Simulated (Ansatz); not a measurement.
# Al: the cost of one run

Method: DFT PBE+D3(BJ), scalar-relativistic, plane waves, PAW, in Ansatz 0.2.0.

29 further runs of the same task are left out: 1 that didn't finish, 28 set aside as unsound or not needed.

## 1. Starting point

It takes space group Fm-3m (No. 225, cubic). The conventional cell has a = 3.982 Å, b = 3.982 Å, c = 3.982 Å, α = 90.00°, β = 90.00°, γ = 90.00°. Al (site symmetry m-3m) has 12 Al at 2.82 Å as nearest neighbours.

Structure file:

```
CELL_PARAMETERS angstrom
0.00000 1.99102 1.99102
1.99102 0.00000 1.99102
1.99102 1.99102 0.00000
ATOMIC_POSITIONS crystal
Al 0.00000 0.00000 0.00000
```

It is the result of an earlier relaxation at this level (volume 15.79 Å³/atom; gap on the mesh: none (metal)).

## 2. Plan of the line

The energy is mapped over volume and the cell's shape.

First coordinate, volume per atom: 7 values from 13.26 to 18.31 Å³. Second coordinate, c/a of the conventional cell: 9 values from 0.629 to 1.167.

Nothing else is relaxed (symmetry fixes all fractional coordinates). Energies count from the relaxed crystal. Points are written as (first, second).

## 3. Point (13.26 Å³, 0.734)

File input.yaml:

```yaml
crystal:
  lattice:
    - [0.0, 2.0823161467, 1.5290447465]
    - [2.0823161467, 0.0, 1.5290447465]
    - [2.0823161467, 2.0823161467, 0.0]
  atoms:
    - { symbol: Al, position: [0.0, 0.0, 0.0] }
basis:
  ecutwfc: 420
kpoints:
  mp_grid: { grid: [22, 22, 22] }
hamiltonian:
  xc: pbe
  pseudopotentials: { kind: paw, azcp: { folder: soft_1 } }
  dispersion: d3bj
scf:
  occupations: { method: gaussian, width: 0.15 }
output:
  forces: true
  stress: true
  eigenvalues: true
```

Run with:

```
> ansatz run input.yaml --threads 1 --pin off --max-ram 2048MiB --backend cpu --events-out ev --progress --plain --runs-dir out
```

Q: Estimate wall time and peak memory on 1 thread of Arm Neoverse N1, shared host.

About 9.6 s, with a peak of 0.34 GiB.
